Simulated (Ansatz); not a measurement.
# Br in Ansatz: convergence with basis error

Input of the first run (basis error 0.03 eV/atom); the others differ in this setting and in those tied to it:

Contents of input.yaml:

```yaml
crystal:
  lattice:
    - [-1.423491705, 1.423491705, 3.57751737]
    - [1.423491705, -1.423491705, 3.57751737]
    - [1.423491705, 1.423491705, -3.57751737]
  atoms:
    - { symbol: Br, position: [0.0, 0.0, 0.0] }
kpoints:
  mp_grid: { grid: [13, 13, 13] }
scf:
  occupations: { method: fermi_dirac, width: 0.05 }
hamiltonian:
  xc: pbe
  pseudopotentials: { kind: all_electron, lapw: { basis_error: 0.03 } }
output:
  forces: true
  stress: true
  eigenvalues: true
```

Potentials or basis: all-electron LAPW, scalar-relativistic.

Launch:

```bash
$ ansatz run input.yaml --threads 1 --pin off --max-ram 3072MiB --backend cpu --events-out ev --progress --plain --runs-dir out
```

Hardware: 1 thread of Intel(R) Xeon(R) Processor @ 2.50GHz (Skylake/Cascade Lake), with other jobs on the host.

The values tried are 0.03 eV/atom, 0.01 eV/atom, 0.003 eV/atom, 0.001 eV/atom, 0.0003 eV/atom, 0.0001 eV/atom, loosest first. From which on does the energy stay within 1 meV/atom of the tightest run that finished?

From 0.003 eV/atom on.

| basis error | energy less the tightest run, at zero smearing (meV/atom) | pressure (GPa) | SCF cycles | CPU time (s) | peak memory (GiB) |
| --- | --- | --- | --- | --- | --- |
| 0.03 eV/atom | 9.91 | 1.47 | 5 | 14 | 0.26 |
| 0.01 eV/atom | 3.16 | 1.44 | 7 | 16 | 0.28 |
| 0.003 eV/atom | 0.96 | 1.43 | 7 | 19 | 0.3 |
| 0.001 eV/atom | 0.31 | 1.42 | 7 | 23 | 0.34 |
| 0.0003 eV/atom | 0.08 | 1.42 | 7 | 31 | 0.38 |
| 0.0001 eV/atom | 0.00 | 1.42 | 7 | 38 | 0.43 |

Against the tightest run, the pressure stays within 0.1 GPa from 0.03 eV/atom on. The tightest run that finished is the yardstick and may itself not be fully converged.

Caveat, for the tightest run too: an odd number of electrons without spin polarisation forces a metal; a magnetic or distorted state may lie lower.
